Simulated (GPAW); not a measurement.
## How the functional moves the magnetism of zigzag Co chain, bond 2.185 A

How far do the magnetic results of zigzag Co chain, bond 2.185 A hang on the functional?

Program: GPAW 26.7.0. Level of theory: several functionals; plane waves with GPAW's PAW setups, scalar-relativistic. Results are calculated unless marked as measured.

**1. The starting structure**

The cell holds 2 atoms: 2 Co. Its edges and angles: a = 12.000 Å, b = 12.000 Å, c = 2.622 Å, α = 90.0°, β = 90.0°, γ = 90.0°. model lattice. Vacuum lies along a and b. The structure's axis is c.

**2. Set 1 (LDA), start ferro ++**

Each set takes another functional on the same cell and mesh.

The input, order1.py:

```python
import json
import numpy as np
from ase import Atoms
from ase.parallel import paropen, parprint
from gpaw import GPAW

atoms = Atoms(['Co', 'Co'],
    cell=[[12.0, 0.0, 0.0],
         [0.0, 12.0, 0.0],
         [0.0, 0.0, 2.622]],
    scaled_positions=[[0.42716667, 0.5, 0.0],
         [0.57283333, 0.5, 0.5]],
    pbc=True,
    magmoms=[2.0, 2.0])
atoms.calc = GPAW(mode={'name': 'pw', 'ecut': 550},
    xc='LDA',
    kpts={'size': (1, 1, 10), 'gamma': True},
    occupations={'name': 'fermi-dirac', 'width': 0.1},
    convergence={'density': 1e-05, 'energy': 1e-05},
    maxiter=200,
    symmetry={'tolerance': 1e-4},
    txt='order1.txt')
e = atoms.get_potential_energy(force_consistent=True)
res = {'free_energy': e, 'energy_sigma0': atoms.get_potential_energy(), 'fermi_energy': atoms.calc.get_fermi_level()}
res['moments'] = atoms.get_magnetic_moments().tolist()
res['total'] = atoms.get_magnetic_moment()
parprint('site moments (muB):', np.round(res['moments'], 3))
parprint(f"total moment: {res['total']:.3f} muB")
parprint(f'free energy: {e:.6f} eV')
atoms.calc.write('order1.gpw')
with paropen('results.json', 'w') as f:
    json.dump(res, f)
```

The run is started by

```sh
OMP_NUM_THREADS=1 python3 order1.py > order1.log
```

The program printed:

```text
site moments (muB): [1.978 1.978]
total moment: 4.368 muB
free energy: -12.791863 eV

--- order1.txt ---
Input parameters:
  mode=PW(ecut=550),
  convergence={'density': 1e-05, 'energy': 1e-05},
  kpts=MonkhorstPack(size=(1, 1, 10), gamma=True),
  maxiter=200,
  occupations=Occupations(name='fermi-dirac', width=0.1),
  symmetry=Symmetry(tolerance=0.0001),
  xc=XC(name='LDA')

Diagonalizing LCAO Hamiltonian
Converting LCAO to pw mode
        .----------------------------.
       /|                            |
      / |                            |
     /  .----------------------------.
    /  /                            /
   /  /              Co            /
  /  /                            /
 *  /            Co              /
 | /                            /
 |/                            /
 *----------------------------*

Atoms  # Å, Bohr magnetons
|   | symbol |        x |        y |        z |    initial magnetic moments |
|---|--------|----------|----------|----------|-----------------------------|
| 0 |     Co | 5.126000 | 6.000000 | 0.000000 | ( 0.0000,  0.0000,  2.0000) |
| 1 |     Co | 6.874000 | 6.000000 | 1.311000 | ( 0.0000,  0.0000,  2.0000) |

Unit cell  # Å
| periodic |         x |         y |        z |   lengths |    angles |
|----------|-----------|-----------|----------|-----------|-----------|
|      yes | 12.000000 |  0.000000 | 0.000000 | 12.000000 | 90.000000 |
|      yes |  0.000000 | 12.000000 | 0.000000 | 12.000000 | 90.000000 |
|      yes |  0.000000 |  0.000000 | 2.622000 |  2.622000 | 90.000000 |

Number of symmetries: 4

BZ-sampling:
  Number of BZ points: 10
  Number of IBZ points: 6

  Monkhorst-Pack size: [1, 1, 10]
  Monkhorst-Pack shift: [0.0, 0.0, 0.05]

Plane wave coefficients: 11106
Cutoff: 550.0 eV

Spin-components: 2 (collinear spins)
Bands:           18
Projectors:      12
Spin-degeneracy: 1
Datatype:        complex128

Parallelization:
  kpt:    1
  domain: 1
  band:   1

Density:
  Valence electrons: 18.0
  Components: 2
  Grid points: [70 70 15]
  Charge: 0.0  # |e|

Potential:
  Grid points: [70 70 15]

[... setups left out ...]
Reference energy: -75676.533408  # eV

eigensolver:
  PPCG
  Converge bands: occupied
  niter=2

density mixing:
  MSR1-Mixer
  Pratt-step length: 0.05
  Maximum mixing coefficient: 0.75
  Old densities: 10
  SVD Regularization: 0.005
  Good broyden scale: 1.0
  Trust region scale: 1.0
  Backstep threshold: 4.0
  History deletion threshold: 6.0
  Fourier metric: weight=20.0, sigma=0.015

occupation numbers:
  Fermi-Dirac:
    width: 0.1000  # eV

poisson solver:
  ecut: 4400.0  # eV

xc functional:
  name: None

convergence criteria:
- Maximum integral of absolute [dens]ity change: 1e-05 electrons / valence electron
- Maximum [total energy] change in last 3 cyles: 1e-05 eV / valence electron
- Maximum integral of absolute [eigenst]ate change: 4e-08 eV^2 / valence electron
maximum number of iterations: 200

SCF iterations
|iter     |      energy | eigst |  dens |  magmom |
|---------|-------------|-------|-------|---------|
|iter:   1|       0s |  -15.085529 | +0.52 |       |  +4.0056|
|iter:   2|       2s |  -14.262595 | -0.88 | -0.70 |  +3.9756|
|iter:   3|       4s |  -12.750468 | -0.04 | -0.77 |  +3.8211|
|iter:   4|       6s |  -12.663149 | -0.97 | -1.03 |  +3.9530|
|iter:   5|       8s |  -12.706143 | -1.30 | -1.29 |  +4.0653|
|iter:   6|      11s |  -12.698800 | -1.97 | -1.16 |  +4.0875|
|iter:   7|      13s |  -12.686633 | -1.62 | -1.21 |  +4.2121|
|iter:   8|      16s |  -12.681147 | -2.19 | -1.64 |  +4.3090|
|iter:   9|      18s |  -12.681739 | -3.73 | -2.23 |  +4.3338|
|iter:  10|      21s |  -12.682172 | -4.22 | -2.51 |  +4.3594|
|iter:  11|      23s |  -12.682183 | -5.04 | -2.63 |  +4.3642|
|iter:  12|      25s |  -12.682217c| -5.71 | -3.37 |  +4.3665|
|iter:  13|      28s |  -12.682217c| -6.45 | -3.69 |  +4.3676|
|iter:  14|      30s |  -12.682225c| -6.99 | -4.13 |  +4.3682|
|iter:  15|      31s |  -12.682226c| -7.65c| -4.73 |  +4.3683|
|iter:  16|      32s |  -12.682227c| -7.77c| -5.11c|  +4.3683|

Converged in 16 steps
Energy contributions relative to reference atoms: (reference = -75676.533408)

Energy contributions:
  Kinetic:          25.782698
  Coulomb:         -21.133163
  Zero:             -0.097594
  External:          0.000000
  Xc:              -17.124531
  Entropy:          -0.219272
  Spinorbit:         0.000000
  ----------------------------
  Free energy:     -12.791863
  Extrapolated:    -12.682227

dipole moment: (-0.000011, -0.000010, -7.053792)  # |e|*Ang

Total magnetic moment: (0.000000, 0.000000, 4.368342)

Local magnetic moments
|        x |        y |        z |
|----------|----------|----------|
| 0.000000 | 0.000000 | 1.978147 |  # Co   0
| 0.000000 | 0.000000 | 1.978145 |  # Co   1

Fermi level: -3.504
Eigenvalues  # (at kpt = [0.000, 0.000, 0.000])
| band index |      eig [eV] | occ [0-1] |      eig [eV] | occ [0-1] |
|------------|---------------|-----------|---------------|-----------|
|          0 |        -8.613 |     1.000 |        -8.030 |     1.000 |
|        ... |               |           |               |           |
|          2 |        -6.741 |     1.000 |        -5.073 |     1.000 |
|          3 |        -6.496 |     1.000 |        -4.760 |     1.000 |
|          4 |        -6.172 |     1.000 |        -4.650 |     1.000 |
|          5 |        -5.469 |     1.000 |        -3.518 |     0.535 |
|          6 |        -5.413 |     1.000 |        -3.511 |     0.517 |
|          7 |        -5.393 |     1.000 |        -3.457 |     0.384 |
|          8 |        -5.316 |     1.000 |        -3.440 |     0.345 |
|          9 |        -4.887 |     1.000 |        -3.337 |     0.158 |
|         10 |        -4.201 |     0.999 |        -2.846 |     0.001 |
|         11 |        -4.119 |     0.998 |        -2.138 |     0.000 |
|         12 |        -2.485 |     0.000 |        -2.135 |     0.000 |
|         13 |        -1.227 |     0.000 |        -0.803 |     0.000 |
|         14 |         0.530 |     0.000 |         0.822 |     0.000 |
|         15 |         0.744 |     0.000 |         0.887 |     0.000 |
|         16 |         1.417 |     0.000 |         1.493 |     0.000 |
|         17 |         1.598 |     0.000 |         1.664 |     0.000 |

No gap
No difference between direct/indirect transitions
```

Wall time 37 s (1 MPI rank of Intel Xeon 6975P-C (Granite Rapids), shared host); peak memory 0.34 GiB.

Numbers from this step:

* magnetization: 4.368 μB
* final state: ferromagnetic
* largest moment: 1.978 μB

After 16 cycles the largest moment stands at 1.98 μB.

**3. Set 1 (LDA), start antiferro +-**

The second start gives the energy difference between the two end states, the quantity that is followed from set to set.

order2.py is the script of step 2 with these lines changed:

```diff
@@ -13,3 +13,3 @@
     pbc=True,
-    magmoms=[2.0, 2.0])
+    magmoms=[2.0, -2.0])
 atoms.calc = GPAW(mode={'name': 'pw', 'ecut': 550},
@@ -21,3 +21,3 @@
     symmetry={'tolerance': 1e-4},
-    txt='order1.txt')
+    txt='order2.txt')
 e = atoms.get_potential_energy(force_consistent=True)
@@ -29,3 +29,3 @@
 parprint(f'free energy: {e:.6f} eV')
-atoms.calc.write('order1.gpw')
+atoms.calc.write('order2.gpw')
 with paropen('results.json', 'w') as f:
```

The run is started by

```sh
OMP_NUM_THREADS=1 python3 order2.py > order2.log
```

The program printed:

```text
site moments (muB): [ 1.256 -1.256]
total moment: 0.001 muB
free energy: -12.040018 eV

--- order2.txt ---
Input parameters:
  mode=PW(ecut=550),
  convergence={'density': 1e-05, 'energy': 1e-05},
  kpts=MonkhorstPack(size=(1, 1, 10), gamma=True),
  maxiter=200,
  occupations=Occupations(name='fermi-dirac', width=0.1),
  symmetry=Symmetry(tolerance=0.0001),
  xc=XC(name='LDA')

Diagonalizing LCAO Hamiltonian
Converting LCAO to pw mode
        .----------------------------.
       /|                            |
      / |                            |
     /  .----------------------------.
    /  /                            /
   /  /              Co            /
  /  /                            /
 *  /            Co              /
 | /                            /
 |/                            /
 *----------------------------*

Atoms  # Å, Bohr magnetons
|   | symbol |        x |        y |        z |    initial magnetic moments |
|---|--------|----------|----------|----------|-----------------------------|
| 0 |     Co | 5.126000 | 6.000000 | 0.000000 | ( 0.0000,  0.0000,  2.0000) |
| 1 |     Co | 6.874000 | 6.000000 | 1.311000 | ( 0.0000,  0.0000, -2.0000) |

Number of symmetries: 4

BZ-sampling:
  Number of BZ points: 10
  Number of IBZ points: 6

  Monkhorst-Pack size: [1, 1, 10]
  Monkhorst-Pack shift: [0.0, 0.0, 0.05]

Plane wave coefficients: 11106
Cutoff: 550.0 eV

Spin-components: 2 (collinear spins)
Bands:           15
Projectors:      12
Spin-degeneracy: 1
Datatype:        complex128

Parallelization:
  kpt:    1
  domain: 1
  band:   1

Density:
  Valence electrons: 18.0
  Components: 2
[...]
|iter: 113|     195s |  -11.861516c| -7.47c| -4.68 |  +0.0025|
|iter: 114|     197s |  -11.861516c| -7.90c| -4.72 |  +0.0035|
|iter: 115|     199s |  -11.861516c| -7.28 | -4.71 |  +0.0021|
|iter: 116|     201s |  -11.861516c| -7.26 | -4.57 |  +0.0006|
|iter: 117|     202s |  -11.861516c| -8.76c| -5.01c|  +0.0007|

Converged in 117 steps
Energy contributions relative to reference atoms: (reference = -75676.533408)

Energy contributions:
  Kinetic:          24.531280
  Coulomb:         -19.843687
  Zero:             -0.101429
  External:          0.000000
  Xc:              -16.269179
  Entropy:          -0.357003
  Spinorbit:         0.000000
  ----------------------------
  Free energy:     -12.040018
  Extrapolated:    -11.861516

dipole moment: (-0.000022, -0.000010, -7.043944)  # |e|*Ang

Total magnetic moment: (0.000000, 0.000000, 0.000686)

Local magnetic moments
|        x |        y |         z |
|----------|----------|-----------|
| 0.000000 | 0.000000 |  1.256376 |  # Co   0
| 0.000000 | 0.000000 | -1.255741 |  # Co   1

Fermi level: -3.624
Eigenvalues  # (at kpt = [0.000, 0.000, 0.000])
| band index |      eig [eV] | occ [0-1] |      eig [eV] | occ [0-1] |
|------------|---------------|-----------|---------------|-----------|
|          0 |        -8.207 |     1.000 |        -8.206 |     1.000 |
|          1 |        -7.115 |     1.000 |        -7.115 |     1.000 |
|          2 |        -5.802 |     1.000 |        -5.802 |     1.000 |
|          3 |        -5.648 |     1.000 |        -5.647 |     1.000 |
|          4 |        -5.424 |     1.000 |        -5.423 |     1.000 |
[...]
|         11 |        -2.909 |     0.001 |        -2.908 |     0.001 |
|         12 |        -2.210 |     0.000 |        -2.210 |     0.000 |
|         13 |        -0.957 |     0.000 |        -0.957 |     0.000 |
|         14 |         0.774 |     0.000 |         0.774 |     0.000 |

No gap
No difference between direct/indirect transitions
```

Run time: 3.5 min. Hardware: 1 MPI rank; peak memory 0.34 GiB.

Read from the output:

```
magnetization  : 0 μB
final state    : antiferromagnetic
largest moment : 1.256 μB
```

This start lies +375.9 meV a seeded atom from the first; its largest moment is 1.26 μB.

**4. Set 2 (revPBE), start ferro ++**

order1.py is the script of step 2 with these lines changed:

```diff
@@ -15,3 +15,3 @@
 atoms.calc = GPAW(mode={'name': 'pw', 'ecut': 550},
-    xc='LDA',
+    xc='revPBE',
     kpts={'size': (1, 1, 10), 'gamma': True},
```

The run is started by

```sh
OMP_NUM_THREADS=1 python3 order1.py > order1.log
```

The program printed:

```text
site moments (muB): [2.038 2.038]
total moment: 4.499 muB
free energy: -11.293127 eV

--- order1.txt ---
Input parameters:
  mode=PW(ecut=550),
  convergence={'density': 1e-05, 'energy': 1e-05},
  kpts=MonkhorstPack(size=(1, 1, 10), gamma=True),
  maxiter=200,
  occupations=Occupations(name='fermi-dirac', width=0.1),
  symmetry=Symmetry(tolerance=0.0001),
  xc=XC(name='revPBE')

Diagonalizing LCAO Hamiltonian
[...]
|          3 |        -6.187 |     1.000 |        -4.412 |     1.000 |
|          4 |        -5.743 |     1.000 |        -4.315 |     1.000 |
[...]
|         14 |         0.671 |     0.000 |         0.797 |     0.000 |
|         15 |         0.710 |     0.000 |         1.164 |     0.000 |
|         16 |         1.308 |     0.000 |         1.506 |     0.000 |
|         17 |         1.447 |     0.000 |         1.642 |     0.000 |

No gap
No difference between direct/indirect transitions


[key lines of the parts left out:]
Free energy:     -11.293127
Converged in 22 steps
dipole moment: (-0.000003, -0.000010, -7.005646)  # |e|*Ang
Fermi level: -3.077
```

The job ended after 54 s (1 MPI rank; peak memory 0.36 GiB).

Numbers from this step:

- magnetization: 4.499 μB
- final state: ferromagnetic
- largest moment: 2.038 μB

The largest moment moves by +0.06 μB from set 1, at 1.5 times its CPU time.

**5. Set 2 (revPBE), start antiferro +-**

order2.py is the script of step 3 with these lines changed:

```diff
@@ -15,3 +15,3 @@
 atoms.calc = GPAW(mode={'name': 'pw', 'ecut': 550},
-    xc='LDA',
+    xc='revPBE',
     kpts={'size': (1, 1, 10), 'gamma': True},
```

The run is started by

```sh
OMP_NUM_THREADS=1 python3 order2.py > order2.log
```

The program printed:

```text
site moments (muB): [ 1.553 -1.553]
total moment: -0.000 muB
free energy: -10.548689 eV

--- order2.txt ---
Input parameters:
  mode=PW(ecut=550),
  convergence={'density': 1e-05, 'energy': 1e-05},
  kpts=MonkhorstPack(size=(1, 1, 10), gamma=True),
  maxiter=200,
  occupations=Occupations(name='fermi-dirac', width=0.1),
  symmetry=Symmetry(tolerance=0.0001),
  xc=XC(name='revPBE')

Diagonalizing LCAO Hamiltonian
[...]
|          3 |        -5.357 |     1.000 |        -5.357 |     1.000 |
|          4 |        -5.173 |     1.000 |        -5.173 |     1.000 |
[...]
|         11 |        -2.267 |     0.001 |        -2.267 |     0.001 |
|         12 |        -1.894 |     0.000 |        -1.894 |     0.000 |
|         13 |        -0.624 |     0.000 |        -0.624 |     0.000 |
|         14 |         0.970 |     0.000 |         0.970 |     0.000 |

No gap
No difference between direct/indirect transitions


[key lines of the parts left out:]
Free energy:     -10.548689
Converged in 28 steps
dipole moment: (-0.000008, -0.000010, -6.991755)  # |e|*Ang
Fermi level: -3.002
```

It took 57 s on 1 MPI rank; peak memory 0.36 GiB.

Numbers from this step:

- magnetization: 0 μB
- final state: antiferromagnetic
- largest moment: 1.553 μB

This start lies +372.2 meV a seeded atom from the first, a change of -3.7 meV since set 1; its largest moment is 1.55 μB.

**6. Set 3 (PBE), start ferro ++**

order1.py is the script of step 4 with these lines changed:

```diff
@@ -15,3 +15,3 @@
 atoms.calc = GPAW(mode={'name': 'pw', 'ecut': 550},
-    xc='revPBE',
+    xc='PBE',
     kpts={'size': (1, 1, 10), 'gamma': True},
```

The run is started by

```sh
OMP_NUM_THREADS=1 python3 order1.py > order1.log
```

The program printed:

```text
site moments (muB): [2.027 2.027]
total moment: 4.467 muB
free energy: -11.702536 eV

--- order1.txt ---
Input parameters:
  mode=PW(ecut=550),
  convergence={'density': 1e-05, 'energy': 1e-05},
  kpts=MonkhorstPack(size=(1, 1, 10), gamma=True),
  maxiter=200,
  occupations=Occupations(name='fermi-dirac', width=0.1),
  symmetry=Symmetry(tolerance=0.0001),
  xc=XC(name='PBE')

Diagonalizing LCAO Hamiltonian
[...]
|          3 |        -6.267 |     1.000 |        -4.507 |     1.000 |
|          4 |        -5.862 |     1.000 |        -4.407 |     1.000 |
[...]
|         14 |         0.646 |     0.000 |         0.841 |     0.000 |
|         15 |         0.735 |     0.000 |         1.114 |     0.000 |
|         16 |         1.378 |     0.000 |         1.552 |     0.000 |
|         17 |         1.525 |     0.000 |         1.716 |     0.000 |

No gap
No difference between direct/indirect transitions


[key lines of the parts left out:]
Free energy:     -11.702536
Converged in 21 steps
dipole moment: (-0.000010, -0.000010, -7.017136)  # |e|*Ang
Fermi level: -3.187
```

The job ended after 45 s (1 MPI rank; peak memory 0.36 GiB).

Numbers from this step:

```yaml
magnetization: 4.467 μB
final_state: ferromagnetic
largest_moment: 2.027 μB
```

The largest moment moves by -0.01 μB from set 2, at 0.83 times its CPU time.

**7. Set 3 (PBE), start antiferro +-**

order2.py is the script of step 5 with these lines changed:

```diff
@@ -15,3 +15,3 @@
 atoms.calc = GPAW(mode={'name': 'pw', 'ecut': 550},
-    xc='revPBE',
+    xc='PBE',
     kpts={'size': (1, 1, 10), 'gamma': True},
```

The run is started by

```sh
OMP_NUM_THREADS=1 python3 order2.py > order2.log
```

The program printed:

```text
site moments (muB): [ 1.525 -1.525]
total moment: 0.000 muB
free energy: -10.929969 eV

--- order2.txt ---
Input parameters:
  mode=PW(ecut=550),
  convergence={'density': 1e-05, 'energy': 1e-05},
  kpts=MonkhorstPack(size=(1, 1, 10), gamma=True),
  maxiter=200,
  occupations=Occupations(name='fermi-dirac', width=0.1),
  symmetry=Symmetry(tolerance=0.0001),
  xc=XC(name='PBE')

Diagonalizing LCAO Hamiltonian
[...]
|          3 |        -5.489 |     1.000 |        -5.489 |     1.000 |
|          4 |        -5.320 |     1.000 |        -5.320 |     1.000 |
[...]
|         11 |        -2.441 |     0.001 |        -2.441 |     0.001 |
|         12 |        -2.034 |     0.000 |        -2.034 |     0.000 |
|         13 |        -0.719 |     0.000 |        -0.719 |     0.000 |
|         14 |         0.899 |     0.000 |         0.899 |     0.000 |

No gap
No difference between direct/indirect transitions


[key lines of the parts left out:]
Free energy:     -10.929969
Converged in 29 steps
dipole moment: (-0.000020, -0.000010, -7.004900)  # |e|*Ang
Fermi level: -3.178
```

It took 54 s on 1 MPI rank; peak memory 0.36 GiB.

Read from the output:

```yaml
magnetization: 0 μB
final_state: antiferromagnetic
largest_moment: 1.525 μB
```

This start lies +386.3 meV a seeded atom from the first, a change of +14.1 meV since set 2; its largest moment is 1.53 μB.

**8. Set 4 (RPBE), start ferro ++**

order1.py is the script of step 6 with these lines changed:

```diff
@@ -15,3 +15,3 @@
 atoms.calc = GPAW(mode={'name': 'pw', 'ecut': 550},
-    xc='PBE',
+    xc='RPBE',
     kpts={'size': (1, 1, 10), 'gamma': True},
```

The run is started by

```sh
OMP_NUM_THREADS=1 python3 order1.py > order1.log
```

The program printed:

```text
site moments (muB): [2.041 2.041]
total moment: 4.496 muB
free energy: -11.214002 eV

--- order1.txt ---
Input parameters:
  mode=PW(ecut=550),
  convergence={'density': 1e-05, 'energy': 1e-05},
  kpts=MonkhorstPack(size=(1, 1, 10), gamma=True),
  maxiter=200,
  occupations=Occupations(name='fermi-dirac', width=0.1),
  symmetry=Symmetry(tolerance=0.0001),
  xc=XC(name='RPBE')

Diagonalizing LCAO Hamiltonian
[...]
|          3 |        -6.182 |     1.000 |        -4.400 |     1.000 |
|          4 |        -5.728 |     1.000 |        -4.307 |     1.000 |
[...]
|         14 |         0.666 |     0.000 |         0.814 |     0.000 |
|         15 |         0.693 |     0.000 |         1.107 |     0.000 |
|         16 |         1.319 |     0.000 |         1.541 |     0.000 |
|         17 |         1.454 |     0.000 |         1.675 |     0.000 |

No gap
No difference between direct/indirect transitions


[key lines of the parts left out:]
Free energy:     -11.214002
Converged in 22 steps
dipole moment: (0.000000, -0.000010, -7.001483)  # |e|*Ang
Fermi level: -3.064
```

The job ended after 46 s (1 MPI rank; peak memory 0.36 GiB).

Read from the output:

- magnetization: 4.496 μB
- final state: ferromagnetic
- largest moment: 2.041 μB

The largest moment moves by +0.01 μB from set 3, at 1.0 times its CPU time.

(Part 1 of 2 ends here.)

[Logs and program files are shortened in this print: banners, set-up blocks, solver, clock and traceback lines can be left out without a mark of their own.]

[Logs are printed without paths, hosts, clocks, repeated set-up lines and the standing remarks that a program may print on its own settings, such as how far it seeks lower states.]

[Hosts, paths, dates, database ids (printed as entryN), source tags and the programs' standing remarks are cut or masked in the printed files.]

[Where a cell is said to come from a database of computed structures, the database is the Materials Project.]
